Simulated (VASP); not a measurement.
# MoS2 in VASP: further runs

The runs below take MoS2 through single point, with PBEsol+D4.

Program: VASP 6.6.1. These are calculated values, not measurements. Logs are shortened: lines on timing, memory, paths and dates and some standing lists are left out, and cuts for length are marked.

### 1 Starting point

The cell holds a sheet with vacuum, 3 atoms: a = 3.125 Å, b = 3.125 Å, c = 30.040 Å, α = 90.00°, β = 90.00°, γ = 120.00°.

The cell was built by a generator and needn't be a form met in nature.

### 2 Single point, PBEsol+D4

The input, INCAR:

```
  PREC = Accurate
  ENCUT = 520
  EDIFF = 1E-7
  ISMEAR = 0
  SIGMA = 0.03
  LREAL = F
  LASPH = T
  NELM = 100
  ALGO = Fast
  ISIF = 2
  LWAVE = F
  LCHARG = T
  LDIPOL = T
  IDIPOL = 3
  DIPOL = 0.5 0.5 0.285
  GGA = PS
  IVDW = 13
  LELF = T
  LVHAR = T
  LVACPOTAV = T
  NBANDS = 20
```

The input, KPOINTS:

```
regular mesh
0
Gamma
  12 12 1
```

The input, POSCAR:

```
MoS2
1.0
    3.1251716968      0.0000000000      0.0000000000
   -1.5625858484      2.7064780806      0.0000000000
    0.0000000000      0.0000000000     30.0399999981
S Mo
2 1
Direct
    0.6666666667      0.3333333333      0.2329752622
    0.6666666667      0.3333333333      0.3369315287
    0.3333333333      0.6666666667      0.2849533955
```

Potentials or basis: VASP PAW PBE potentials, release 64 (S, Mo_sv).

The run is started by

```
$ cat potpaw_PBE.64/S/POTCAR potpaw_PBE.64/Mo_sv/POTCAR > POTCAR
$ mpirun -np 1 vasp_std > vasp.out
```

OUTCAR:

```text
PREC = Accurate
   ENCUT = 520
   EDIFF = 1E-7
   ISMEAR = 0
   LREAL = F
   LASPH = T
   NELM = 100
   ISIF = 2
   GGA = PS
   IVDW = 13

 ion  position               nearest neighbor table
   1  0.667  0.333  0.233-   3 2.39   3 2.39   3 2.39
   2  0.667  0.333  0.337-   3 2.39   3 2.39   3 2.39
   3  0.333  0.667  0.285-   2 2.39   2 2.39   2 2.39   1 2.39   1 2.39   1 2.39

  LATTYP: Found a hexagonal cell.
 ALAT       =     3.1251716968
 C/A-ratio  =     9.6122718726

  Lattice vectors:

 A1 = (   3.1251716968,   0.0000000000,   0.0000000000)
 A2 = (  -1.5625858484,   2.7064780806,   0.0000000000)
 A3 = (   0.0000000000,   0.0000000000,  30.0399999981)

Analysis of symmetry for initial positions (statically):
=====================================================================
 Subroutine PRICEL returns:
 Original cell was already a primitive cell.

 Routine SETGRP: Setting up the symmetry group for a
 hexagonal supercell.

 Subroutine GETGRP returns: Found 12 space group operations
 (whereof  6 operations were pure point group operations)
 out of a pool of 24 trial point group operations.

The static configuration has the point symmetry C_3v.
 The point group associated with its full space group is D_3h.

Analysis of symmetry for dynamics (positions and initial velocities):
=====================================================================
 Subroutine PRICEL returns:
 Original cell was already a primitive cell.

 Routine SETGRP: Setting up the symmetry group for a
 hexagonal supercell.

 Subroutine GETGRP returns: Found 12 space group operations
 (whereof  6 operations were pure point group operations)
 out of a pool of 24 trial point group operations.

The dynamic configuration has the point symmetry C_3v.
 The point group associated with its full space group is D_3h.

 Subroutine INISYM returns: Found 12 space group operations
 (whereof  6 operations are pure point group operations),
 and found     1 'primitive' translations

----------------------------------------------------------------------------------------

                                     Primitive cell

  volume of cell :     254.0846

  direct lattice vectors                    reciprocal lattice vectors
     3.125171697  0.000000000  0.000000000     0.319982419  0.184741936  0.000000000
    -1.562585848  2.706478081  0.000000000     0.000000000  0.369483872  0.000000000
[... 84 lines left out ...]
   NSW    =      0    number of steps for IOM
   IBRION =     -1    ionic relax: 0-MD 1-quasi-New 2-CG
   NFREE  =      0    steps in history (QN), initial steepest desc. (CG)
   ISIF   =      2    stress and relaxation
   ISYM   =      2    0-nonsym 1-usesym 2-fastsym
   POTIM  = 0.5000    time-step for ionic-motion
   TEBEG  =    0.0;   TEEND  =   0.0 temperature during run
   PSTRESS=    0.0 pullay stress
   NELECT =      26.0000    total number of electrons
   NUPDOWN=      -1.0000    fix difference up-down
   EMIN   =  10.00;   EMAX   =-10.00  energy-range for DOS
   EFERMI =   0.00;   METHOD = LEGACY
   ISMEAR =     0;   SIGMA  =   0.03  broadening in eV -4-tet -1-fermi 0-gaus
   EFERMI_NEDOS =   21; number of points for ismear=-14 and -15
   IALGO  =     68    algorithm
   IMIX   =      4    mixing-type and parameters
     AMIX     =   0.40;   BMIX     =  1.00
     AMIX_MAG =   1.60;   BMIX_MAG =  1.00
  volume/ion in A,a.u.               =      84.69       571.55
  Fermi-wavevector in a.u.,A,eV,Ry     =   0.765726  1.447012  7.977582  0.586336
  Thomas-Fermi vector in A             =   1.865909
   LORBIT       =      0    0 simple, 1 ext, 2 COOP (PROOUT), +10 PAW based schemes
   GGA     = PS    functional components
   LHFCALC =     F    Hartree Fock is set to
   AEXX    =    0.0000 exact exchange contribution
   IVDW    =    13    specifies the selected vdW correction
   LEPSILON=     F    determine dielectric tensor
   LRPA    =     F    only Hartree local field effects (RPA)
 non-spin polarized calculation
 RMM-DIIS sequential band-by-band and
 Gauss-broadening in eV      SIGMA  =   0.03
  energy-cutoff  :      520.00
  volume of cell :      254.08
 maximum number of plane-waves:      6886
 NGX is ok and might be reduce to    24
   NGX = 11   NGY = 11   NGZ =111

 dipolmoment           0.000000      0.000000     -0.000008 electrons x Angstroem

 number of electron      25.9999999 magnetization

 dipolmoment           0.000000      0.000000      0.000001 electrons x Angstroem

 Free energy of the ion-electron system (eV)
  ---------------------------------------------------
  ext. energy  EPLUGINS =         0.00000000
  ---------------------------------------------------
  free energy    TOTEN  =       -23.42244647 eV

  energy without entropy =      -23.42244647  energy(sigma->0) =      -23.42244647

 E-fermi :  -2.9206     XC(G=0):  -2.6062

 val. band max:       -3.2517623466   @ k =   0.3333   0.3333   0.0000
 cond. band min:      -1.3838821280   @ k =   0.3333   0.3333   0.0000
 fundamental gap:      1.8678802187
 Fermi energy:        -2.9206322650

 k-point     1 :       0.0000    0.0000    0.0000
  band No.  band energies     occupation
      1     -63.9393      2.00000
      2     -38.1635      2.00000
      3     -37.8788      2.00000
      4     -37.8788      2.00000
      5     -17.5288      2.00000
      6     -16.1677      2.00000
[... 426 lines left out ...]
     19       4.3750      0.00000
     20       6.4296      0.00000

------------------------ aborting loop because EDIFF is reached ----------------------------------------

  DFT-D4 for vdW energy calculation

  Edisp (eV):   -0.51427

  FORCE on cell =-STRESS in cart. coord.  units (eV):
  Direction    XX          YY          ZZ          XY          YZ          ZX
  --------------------------------------------------------------------------------------
  -------------------------------------------------------------------------------------
  Total      -0.00930    -0.00930    -0.02882     0.00000    -0.00000     0.00000
  in kB      -0.05864    -0.05864    -0.18174     0.00000    -0.00000     0.00000
  external pressure =       -0.10 kB  Pullay stress =        0.00 kB

 VOLUME and BASIS-vectors are now :
 -----------------------------------------------------------------------------
  energy-cutoff  :      520.00
  volume of cell :      254.08
      direct lattice vectors                 reciprocal lattice vectors
     3.125171697  0.000000000  0.000000000     0.319982419  0.184741936  0.000000000
    -1.562585848  2.706478081  0.000000000     0.000000000  0.369483872  0.000000000
     0.000000000  0.000000000 30.039999998     0.000000000  0.000000000  0.033288948

 POSITION                                       TOTAL-FORCE (eV/Angst)
 -----------------------------------------------------------------------------------
      1.56259      0.90216      6.99858         0.000000     -0.000000      0.004538
      1.56259      0.90216     10.12142         0.000000     -0.000000     -0.004538
     -0.00000      1.80432      8.56000        -0.000000      0.000000      0.000000
 -----------------------------------------------------------------------------------
    total drift:                                0.000000      0.000000     -0.000043

  FREE ENERGIE OF THE ION-ELECTRON SYSTEM (eV)
  ---------------------------------------------------
  free  energy   TOTEN  =       -23.9367183851 eV

  energy  without entropy=      -23.9367183851  energy(sigma->0) =      -23.93671839

 vacuum level on the upper side and lower side of the slab         2.668         2.668
```

OSZICAR:

```text
N       E                     dE             d eps       ncg     rms          rms(c)
DAV:   1     0.153304993642E+03    0.15330E+03   -0.12880E+04  1064   0.979E+02
DAV:   2    -0.111749106154E+02   -0.16448E+03   -0.15999E+03  1052   0.211E+02
DAV:   3    -0.246922233039E+02   -0.13517E+02   -0.13442E+02  1064   0.552E+01
[... 17 lines left out ...]
RMM:  21    -0.234224412365E+02   -0.41851E-06   -0.46609E-08   556   0.937E-04    0.191E-04
RMM:  22    -0.234224450745E+02   -0.38380E-05   -0.12454E-07   615   0.909E-04    0.131E-04
RMM:  23    -0.234224459562E+02   -0.88169E-06   -0.23204E-08   481   0.527E-04    0.210E-04
RMM:  24    -0.234224464121E+02   -0.45597E-06   -0.74382E-09   390   0.399E-04    0.545E-05
RMM:  25    -0.234224464662E+02   -0.54034E-07   -0.92186E-10   294   0.333E-04
   1 F= -.23936718E+02 E0= -.23936718E+02  d E =-.289104E-56
```

stdout:

```text
POSCAR found type information on POSCAR S Mo
 POSCAR found :  2 types and       3 ions
 scaLAPACK will be used
 -----------------------------------------------------------------------------
[... 23 lines left out ...]
|     Did not find any points to average over, which means that no vacuum     |
|     field-free region was found. Please increase the size of  your cell     |
|     in the dimension of the dipole correction to obtain accurate            |
|     workfunction values.                                                    |
|                                                                             |
 -----------------------------------------------------------------------------
```

It took 1.8 min on 1 thread of Intel Xeon Platinum 8375C at 2.90GHz (Ice Lake), shared host; peak memory 0.38 GiB.

Results:

* Free energy: -23.9367 eV
* Largest force: 0.005 eV/Å
* Band gap on the k mesh: 1.87 eV, direct
* Dispersion energy per atom: -0.171 eV
* Ionisation potential of the upper face: 5.92 eV

Forces on the atoms (eV/Å):
```
S    0.000  0.000  0.005
S    0.000  0.000 -0.005
Mo   0.000  0.000  0.000
```

Levels at points of the mesh, in eV from the valence-band top:
| k point | band 10 | band 11 | band 12 | band 13 | band 14 | band 15 | band 16 | band 17 |
| --- | --- | --- | --- | --- | --- | --- | --- | --- |
| (0.00, 0.00, 0.00) | -1.91 | -1.43 | -1.43 | -0.14 | 2.94 | 2.94 | 3.20 | 3.20 |
| (0.50, 0.00, 0.00) | -3.20 | -1.98 | -0.85 | -0.67 | 2.47 | 2.96 | 3.98 | 4.52 |

Caveat: the PAW data sets were made with another functional, which shifts forces and pressure a little.

(Part 1 of 2 ends here.)
